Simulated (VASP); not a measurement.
Cu: density of states with PBE

Crystal: Cu.

```
Cu
1.0
     0.00000    1.82197    1.82197
     1.82197    0.00000    1.82197
     1.82197    1.82197    0.00000
Cu
1
Direct
  0.00000 0.00000 0.00000
```

```json
{
  "Program": "VASP 6.6.1",
  "Task": "density of states",
  "Functional": "PBE",
  "Potentials or basis": "VASP PAW PBE potentials, release 64 (Cu)",
  "Cutoff": "520 eV",
  "k mesh": "6 × 6 × 6",
  "Occupations": "gaussian, width 0.1 eV",
  "Spin": "no spin polarisation",
  "k mesh for the DOS": "9 × 9 × 9",
  "Occupations for the DOS": "tetrahedron",
  "Further INCAR settings": "ALGO = Normal; EDIFF = 1e-07; NBANDS = 12"
}
```

```
Valence electrons inside the program's atomic spheres : Cu 9.98
```

Levels at points of the mesh, in eV from the Fermi level:
```csv
k point,band 2,band 3,band 4,band 5,band 6,band 7,band 8,band 9,band 10,band 11
"(0.00, 0.00, 0.00)",-3.09,-3.09,-3.09,-2.30,-2.30,22.27,24.73,24.73,24.73,27.21
```

States per cell in windows of 1 eV (zero at the Fermi level; states under -8 eV left out):
| from (eV) | total | Cu1_d | Cu1_p | Cu1_s |
| --- | --- | --- | --- | --- |
| -8.0 | 0.11 | 0.00 | 0.01 | 0.05 |
| -7.0 | 0.18 | 0.02 | 0.02 | 0.07 |
| -6.0 | 0.38 | 0.13 | 0.04 | 0.10 |
| -5.0 | 1.58 | 1.15 | 0.06 | 0.11 |
| -4.0 | 2.91 | 2.53 | 0.10 | 0.01 |
| -3.0 | 3.51 | 3.29 | 0.05 | 0.02 |
| -2.0 | 1.95 | 1.85 | 0.03 | 0.02 |
| -1.0 | 0.33 | 0.18 | 0.06 | 0.03 |
| 0.0 | 0.32 | 0.14 | 0.07 | 0.03 |
| 1.0 | 0.27 | 0.09 | 0.08 | 0.02 |
| 2.0 | 0.24 | 0.07 | 0.08 | 0.02 |
| 3.0 | 0.18 | 0.05 | 0.06 | 0.02 |
| 4.0 | 0.20 | 0.05 | 0.03 | 0.06 |
| 5.0 | 0.27 | 0.06 | 0.07 | 0.06 |
| 6.0 | 0.32 | 0.07 | 0.10 | 0.05 |
| 7.0 | 0.30 | 0.07 | 0.08 | 0.05 |

Run time: 3.4 s on 1 thread of Intel(R) Xeon(R) 6975P-C (Granite Rapids) (shared host), peak memory 0.12 GiB.

Caveat: the k mesh is coarse (spacing up to 0.50 Å⁻¹), so the values aren't converged.
